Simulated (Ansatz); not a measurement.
# Pt (Fm-3m) in Ansatz: relaxation of cell and atoms with r2SCAN+rVV10

Aim: the relaxation of cell and atoms of Pt with r2SCAN+rVV10.

All numbers are computed with Ansatz 0.2.0; they aren't measurements. Logs are shortened: lines on timing, memory, paths and dates and some standing lists are left out, and cuts for length are marked.

**1. The undisturbed crystal**

Symmetry: Fm-3m, No. 225, cubic system. Conventional cell: a = 3.922 Å, b = 3.922 Å, c = 3.922 Å, α = 90.00°, β = 90.00°, γ = 90.00°. Around Pt (site symmetry m-3m) lie 12 Pt at 2.77 Å.

**2. Relaxation of cell and atoms, r2SCAN+rVV10 (cell strained at random at fixed volume)**

Contents of input.yaml:

```yaml
crystal:
  lattice:
    - [0.04137, 1.979071, 1.988923]
    - [1.9327, 0.031953, 1.998339]
    - [1.950296, 2.006085, 0.014356]
  atoms:
    - { symbol: Pt, position: [-0.003799, 0.004328, 0.003054] }
kpoints:
  mp_grid: { grid: [12, 12, 12] }
scf:
  occupations: { method: fermi_dirac, width: 0.025 }
hamiltonian:
  xc: r2scan
  dispersion: rvv10
  pseudopotentials: { kind: all_electron, datasets: crystal }
output:
  forces: true
  stress: true
relax:
  f_tol: 0.01
  max_steps: 60
  cell: {}
```

Potentials or basis: all-electron PAW datasets made for the crystal.

Launch:

```
$ ansatz run input.yaml --threads 1 --pin off --max-ram 2560MiB --backend cpu --events-out ev --progress --plain --runs-dir out
```

Output:

```text
Warning: RAYON_NUM_THREADS=1 ignored (pool sized by the plan → 1); use --threads N
The last accepted step is kept in <dir> (removed where the run ends without a failure and the disk answers)
hamiltonian.pseudopotentials.datasets: crystal makes datasets for this crystal and solves the spheres of its atoms anew in each pass: cutoff 300.0 eV, the density's 2100.0 eV;, for an error of 0.50 meV an atom under PBE, 0.5 meV for the cell; an energy difference from a run of another recipe may be off by several times the error for the cell, under r2SCAN by more, where some 0.1 meV an atom stays at smaller errors; Pt in spheres of 1.312 Å, 18 of its electrons in bands
Engine: ansatz 0.2.0, x86_64-unknown-linux-gnu
Pseudopotentials: kind: all_electron
Pseudopotential: Pt, paw, valence charge 18, recommended cutoff 300 eV (normal), crystal/all_electron/r2scan/scalar/gaussian/Pt, Koelling and Harmon's equation, gaussian nucleus
Functional definition: r2SCAN+rVV10
  parameter k0 = 0.174
  parameter k1 = 0.065
  parameter a1 = 4.9479
  exchange = r2scan_x(k0 = k0, k1 = k1, a1 = a1)
  correlation = r2scan_c + rvv10(11.95, 0.0093)
Crystal: 1 atoms, lattice volume = 15.080 Å³
Basis set: ecut = 300 eV, 169 PW (Γ), exchange–correlation on 96×96×96 points (64 copies of the dense FFT grid, shifted against one another)
Bands: 13, of which v1, the nominal top of the filled ones, is band 9 counted from 1 (8 counted from 0)
Symmetry: 2 space group operations
Space group: P-1 (ITA 2), of the structure as read, at distance tolerance 2.5e-5 Å
k-points: 868 of 1728
Non-local potential: Pt, projectors of the file, l = 0: 2, l = 1: 2, l = 2: 2
PAW form: soft (Blöchl's): semilocal exchange-correlation on the pseudo side does not see the compensation charge
rVV10 density: all electrons in the spheres
PAW one-centre angular grid: Pt, 590 points (default); XC on its mesh's 1801 points in the sphere
Initial density: superposition of atomic densities (neutral atoms: chi_scale 0, normalization atom)
Initial wavefunctions: pseudopotential atomic-orbital guess
Functional: x = r2scan, c = r2scan + rvv10(b = 11.95, C = 0.0093); τ floored in thin density (d = 2e-4 eV/Å³)
iter 1 solved again at ethr=5.12e-3 eV; its pass at ethr=1.00e-1 eV (dr2=9.21e-1 eV) is discarded
SCF iter   1: F=—  HF=-501012.391231 eV  |F-HF|=—  |Δ(HF+E_count)|=         —  Δρ=8.12e-2  dr2=9.74e-1  dr2_τ=9.70e-3  ethr=5.12e-3  ⟨swp⟩=2.4  Hψ=60021  notcnv=0
preconditioner: auto → none  [metal: Δε(μ)=0.002 eV  Ē_g=14.764 eV  σ=0.025 eV  W_gap=0.02  n_scr=6 (ndim 8)  ℏωp=30.2 eV  f_vac=0.000  D(μ)=1.74/eV (n_scr^D=22)  sad-step TF]
SCF iter   2: F=—  HF=-501012.257304 eV  |F-HF|=—  |Δ(HF+E_count)|=   1.34e-1  Δρ=4.91e-2  dr2=3.63e-1  dr2_τ=4.46e-4  ethr=5.12e-3  ⟨swp⟩=2.0  Hψ=22568  notcnv=0
SCF iter   3: F=—  HF=-501012.203114 eV  |F-HF|=—  |Δ(HF+E_count)|=   5.42e-2  Δρ=1.88e-2  dr2=4.23e-2  dr2_τ=8.09e-4  ethr=2.02e-3  ⟨swp⟩=3.0  Hψ=29594  notcnv=0
iter 4 solved again at ethr=2.43e-6 eV; its pass at ethr=2.35e-4 eV (dr2=4.37e-4 eV) is discarded
SCF iter   4: F=—  HF=-501012.211665 eV  |F-HF|=—  |Δ(HF+E_count)|=   8.55e-3  Δρ=2.79e-3  dr2=4.57e-4  dr2_τ=8.84e-5  ethr=2.43e-6  ⟨swp⟩=2.0  Hψ=53444  notcnv=0  defer=5
SCF iter   5: F=—  HF=-501012.213449 eV  |F-HF|=—  |Δ(HF+E_count)|=   1.78e-3  Δρ=8.30e-3  dr2=8.24e-3  dr2_τ=2.23e-4  ethr=2.43e-6  ⟨swp⟩=3.0  Hψ=30494  notcnv=0  defer=1
SCF iter   6: F=—  HF=-501012.216000 eV  |F-HF|=—  |Δ(HF+E_count)|=   2.55e-3  Δρ=6.52e-3  dr2=5.44e-3  dr2_τ=7.01e-5  ethr=2.43e-6  ⟨swp⟩=3.0  Hψ=22782  notcnv=0  defer=1
SCF iter   7: F=—  HF=-501012.216093 eV  |F-HF|=—  |Δ(HF+E_count)|=   9.35e-5  Δρ=1.41e-3  dr2=2.89e-4  dr2_τ=4.66e-6  ethr=2.43e-6  ⟨swp⟩=3.0  Hψ=30743  notcnv=0
SCF iter   8: F=—  HF=-501012.216029 eV  |F-HF|=—  |Δ(HF+E_count)|=   6.44e-5  Δρ=7.14e-5  dr2=1.89e-7  dr2_τ=2.90e-7  ethr=1.61e-6  ⟨swp⟩=2.5  Hψ=25838  notcnv=0
SCF iter   9: F=—  HF=-501012.216028 eV  |F-HF|=—  |Δ(HF+E_count)|=   5.56e-7  Δρ=2.17e-5  dr2=2.14e-8  dr2_τ=4.95e-10  ethr=1.05e-9  ⟨swp⟩=3.0  Hψ=24108  notcnv=0
SCF iter  10: F=—  HF=-501012.216028 eV  |F-HF|=—  |Δ(HF+E_count)|=   5.00e-8  Δρ=7.02e-6  dr2=5.51e-9  dr2_τ=1.62e-10  ethr=1.19e-10  ⟨swp⟩=3.0  Hψ=24482  notcnv=0
SCF iter  11: F=-501012.216028 eV  HF=-501012.216028 eV  |F-HF|=5.82e-11  |Δ(HF+E_count)|=  7.57e-10  Δρ=1.51e-6  dr2=2.17e-10  dr2_τ=9.09e-12  ethr=3.06e-11  ⟨swp⟩=2.1  Hψ=19280  notcnv=0
SCF 1 converged in 11 iterations: F = -501012.216032 eV  dr2 = 2.17e-10
  Residual-converged pass: ⟨swp⟩=2.0  Hψ=19064  notcnv=0  max |occ|·‖R‖ = 3.4e-6 eV (tolerance 3.7e-6 eV)  dr2=2.33e-10  dr2_τ=1.03e-11  dr2_onsite=1.02e-8  max |Δocc| = 3.9e-10
relax step   1: F+E_penalty+E_count = -501012.21603245 eV  Δ(F+E_penalty+E_count) = +0.000e0 eV  max|allowed force component| = 0.000e0 eV/Å  Δτ_max = 0.0000 Å  P = +1.139 GPa  Ω = 15.080 Å³  (11 SCF iters, accepted)
Crystal: 1 atoms, lattice volume = 15.204 Å³
rVV10 density: all electrons in the spheres
[... 36 lines left out ...]
SCF iter   6: F=—  HF=-501012.221639 eV  |F-HF|=—  |Δ(HF+E_count)|=   1.95e-8  Δρ=6.89e-6  dr2=5.30e-9  dr2_τ=5.73e-11  ethr=3.82e-10  ⟨swp⟩=2.8  Hψ=20393  notcnv=0
SCF iter   7: F=-501012.221639 eV  HF=-501012.221639 eV  |F-HF|=5.82e-11  |Δ(HF+E_count)|=   1.22e-9  Δρ=1.09e-6  dr2=1.37e-10  dr2_τ=2.89e-12  ethr=2.94e-11  ⟨swp⟩=2.9  Hψ=20915  notcnv=0
SCF 4 converged in 7 iterations: F = -501012.221644 eV  dr2 = 1.37e-10
  Residual-converged pass: ⟨swp⟩=2.0  Hψ=17454  notcnv=0  max |occ|·‖R‖ = 3.5e-6 eV (tolerance 3.7e-6 eV)  dr2=1.42e-10  dr2_τ=3.19e-12  dr2_onsite=1.54e-9  max |Δocc| = 1.8e-10
relax step   4: F+E_penalty+E_count = -501012.22164364 eV  Δ(F+E_penalty+E_count) = -2.396e-4 eV  max|allowed force component| = 0.000e0 eV/Å  Δτ_max = 0.0000 Å  P = -0.043 GPa  Ω = 15.127 Å³  energy of the carried Pulay correction = +1.975e-7 eV  (7 SCF iters, accepted)
Crystal: 1 atoms, lattice volume = 15.124 Å³
rVV10 density: all electrons in the spheres
SCF iter   1: F=—  HF=-501012.221634 eV  |F-HF|=—  |Δ(HF+E_count)|=         —  Δρ=2.11e-4  dr2=1.83e-6  dr2_τ=2.05e-6  ethr=1.68e-7  ⟨swp⟩=3.7  Hψ=36111  notcnv=0
preconditioner: auto → none  [metal: Δε(μ)=0.001 eV  Ē_g=14.985 eV  σ=0.025 eV  W_gap=0.01  n_scr=8 (ndim 8)  ℏωp=30.2 eV  f_vac=0.000  D(μ)=2.49/eV (n_scr^D=50)]
SCF iter   2: F=—  HF=-501012.221641 eV  |F-HF|=—  |Δ(HF+E_count)|=   7.22e-6  Δρ=8.24e-5  dr2=2.66e-7  dr2_τ=6.17e-8  ethr=1.02e-8  ⟨swp⟩=3.0  Hψ=23032  notcnv=0
SCF iter   3: F=—  HF=-501012.221641 eV  |F-HF|=—  |Δ(HF+E_count)|=   5.79e-8  Δρ=3.73e-5  dr2=4.19e-8  dr2_τ=4.62e-10  ethr=1.48e-9  ⟨swp⟩=2.0  Hψ=19240  notcnv=0  defer=1
SCF iter   4: F=—  HF=-501012.221642 eV  |F-HF|=—  |Δ(HF+E_count)|=   2.46e-8  Δρ=1.06e-5  dr2=4.75e-9  dr2_τ=1.30e-10  ethr=2.33e-10  ⟨swp⟩=2.0  Hψ=19248  notcnv=0  defer=1
SCF iter   5: F=-501012.221642 eV  HF=-501012.221642 eV  |F-HF|=1.16e-10  |Δ(HF+E_count)|=   2.74e-9  Δρ=1.06e-6  dr2=4.83e-11  dr2_τ=1.35e-11  ethr=2.64e-11  ⟨swp⟩=3.0  Hψ=23028  notcnv=0
SCF 5 converged in 5 iterations: F = -501012.221646 eV  dr2 = 4.83e-11
  Residual-converged pass: ⟨swp⟩=2.0  Hψ=15079  notcnv=0  max |occ|·‖R‖ = 3.7e-6 eV (tolerance 3.7e-6 eV)  dr2=4.72e-11  dr2_τ=1.35e-11  dr2_onsite=1.46e-9  max |Δocc| = 2.3e-11
relax step   5: F+E_penalty+E_count = -501012.22164582 eV  Δ(F+E_penalty+E_count) = -2.178e-6 eV  max|allowed force component| = 0.000e0 eV/Å  Δτ_max = 0.0000 Å  P = -0.001 GPa  Ω = 15.124 Å³  energy of the carried Pulay correction = +4.985e-7 eV  (5 SCF iters, accepted)
rVV10 density: all electrons in the spheres
Initial wavefunctions: pseudopotential atomic-orbital guess (no wavefunctions were taken with the density)
iter 1 solved again at ethr=5.23e-11 eV; its pass at ethr=1.00e-1 eV (dr2=1.20e-3 eV) is discarded
SCF iter   1: F=—  HF=-501012.221643 eV  |F-HF|=—  |Δ(HF+E_count)|=         —  Δρ=2.33e-5  dr2=4.19e-9  dr2_τ=5.61e-8  ethr=5.23e-11  ⟨swp⟩=5.1  Hψ=142107  notcnv=0
SCF iter   2: F=-501012.221643 eV  HF=-501012.221643 eV  |F-HF|=2.92e-8  |Δ(HF+E_count)|=   1.17e-7  Δρ=1.16e-5  dr2=1.06e-9  dr2_τ=1.44e-12  ethr=2.33e-11  ⟨swp⟩=3.0  Hψ=21410  notcnv=0  defer=2
SCF 6 converged in 2 iterations: F = -501012.221647 eV  dr2 = 1.06e-9
  Residual-converged pass: ⟨swp⟩=2.2  Hψ=15539  notcnv=0  max |occ|·‖R‖ = 3.7e-6 eV (tolerance 3.7e-6 eV)  dr2=1.06e-9  dr2_τ=1.46e-12  dr2_onsite=1.18e-8  max |Δocc| = 1.8e-12
relax step   6: F+E_penalty+E_count = -501012.22164699 eV  Δ(F+E_penalty+E_count) = -1.172e-6 eV  max|allowed force component| = 0.000e0 eV/Å  Δτ_max = 0.0000 Å  P = -0.000 GPa  Ω = 15.124 Å³  stress off target by 1.15e-2 GPa  SCF on the basis re-selected at this cell (its energy is not comparable with the rows above)  (2 SCF iters)
basis re-selected at this cell: Δ(F+E_penalty+E_count) = -1.172e-6 eV, ΔP = +0.000 GPa vs the last step (what re-selecting the basis moved, of the pressure what is left beyond the Pulay correction that the steps carried, after the strain that the cell walked since its last selection, with what the two solves' SCF thresholds leave and, on support functions, any second-order correction that the steps lacked; it is no measure of the basis error at this ecutwfc). This SCF's stress stands 1.15e-2 GPa from its target on what of the cell is left free (relax.cell.stress_tol is 5.00e-2 GPa) and its largest allowed force component is 0.00e0 eV/Å (relax.f_tol is 1.00e-2 eV/Å): within both
SCF converged after 2 iterations
Free energy (F): -501012.221647 eV
Harris-Foulkes:  -501012.221647 eV  (|F-HF|=2.92e-8)
Internal energy: -501012.216916 eV  (E = F + TS)
E sigma→0 (E₀):  -501012.219282 eV
Entropy (-TS):   -0.004731 eV (-4.731 meV/atom)
Past the cutoff: the bands carry plane waves up to 2.50 times it, of which those up to 1.5 times it add -0.000554 eV an atom, each by itself; the spheres take 0.001471 eV an atom off the energy for waves past 2.50 times it
Past the cutoffs: a stress includes 0.0197 GPa for waves and charges beyond them, in addition to the slope of what the spheres take
In the spheres:  the bands' charges fall short by 2.2e-6 e at most (sound up to 1e-3)
Fermi energy:    28.522940 eV
--- Per-component energies (eV) ---
  E_band       = -50.117208
  E_kinetic    = 280.779435
  E_local      = -1121.087055  (includes V_loc(G=0)·N_el)
  E_nonlocal   = 226.499766
  E_hartree    = 608.472948
  E_xc         = -84.604287
  E_vxc        = -129.445379  (∫ρ·V_xc dr)
  E_paw        = -503428.505622  (= ΣΔE_a)
  E_vpaw       = -5765.005921  (= ΣTr[D̂ρ^β])
  E_vtau       = 10.513381  (kinetic-family band-sum trace: ∫τ·v_τ [+ j·A + Jᵃ·Aᵃ] dr)
  E_ewald      = -2724.454886
  E_smearing   = -0.004731  (= −TS)
  E_closure    = 5230.682784  (closes the sum)
  Σ components = -501012.221647   (vs F -501012.221647, Δ=0.00e0)
  The terms above E_closure are by the made datasets' own strengths, without shells solved beside the bands.
--- Forces (eV/Å), atoms counted from 1 ---
  atom   1  Pt     0.00000000     0.00000000     0.00000000
  max |Σ_I F_I| component: 0.00e0 eV/Å
--- Stress (GPa, compression-positive) ---
        0.011347       0.001312       0.000455
        0.001312      -0.006508      -0.000864
        0.000455      -0.000864      -0.005570
  P = ⅓ Tr σ = -0.0002 GPa (-0.002 kbar)
--- Relaxed structure (5 steps of the walk, 5 accepted, 1 SCFs on fresh bases) ---
  F+E_penalty+E_count = -501012.22164699 eV   max|allowed force component| = 0.000e0 eV/Å   (the final SCF, on the basis selected at the relaxed cell)
  cell:  # Å, volume = 15.1244 Å³
    - [-0.0001753592846268654, 1.9683241799034383, 1.9676409773597092]
    - [1.9525760970107269, 0.00013646213330632167, 1.9676581281945666]
    - [1.9524949670278933, 1.9684072663176766, 6.969101200012505e-5]
  atoms:
    - { symbol: Pt, position: [-0.0037990000000000007, 0.004328, 0.0030540000000000007] }
```

It took 4.6 min on 1 thread of Intel Xeon Platinum 8488C (Sapphire Rapids), shared host; peak memory 1 GiB.

Results:

- Free energy: -501012.2216 eV
- Relaxed volume: 15.12 Å³/atom
- Relaxed cell: a = 2.783 Å, b = 2.772 Å, c = 2.773 Å, α = 60.26°, β = 59.86°, γ = 59.88°
- Space group after relaxing (to 0.05 Å): Fm-3m (No. 225)
- Energy gained by relaxing: 5.6 meV/atom
- Ionic steps: 6
- Pressure after relaxing: 0.0 GPa

The path:
```
step  energy change (eV)  largest force (eV/Å)  volume (Å³)
   1              0.0000                0.0000        15.08
   2             -0.0050                0.0000        15.20
   3             -0.0054                0.0000        15.07
   4             -0.0056                0.0000        15.13
   5             -0.0056                0.0000        15.12
   6             -0.0056                0.0000        15.12
```

Final structure:
```xyz
1
Lattice="-0.0002 1.9683 1.9676 1.9526 0.0001 1.9677 1.9525 1.9684 0.0001" Properties=species:S:1:pos:R:3 pbc="T T T"
Pt    0.0144   -0.0015    0.0010
```

Spin-orbit coupling is left out, which matters for the levels of Pt.
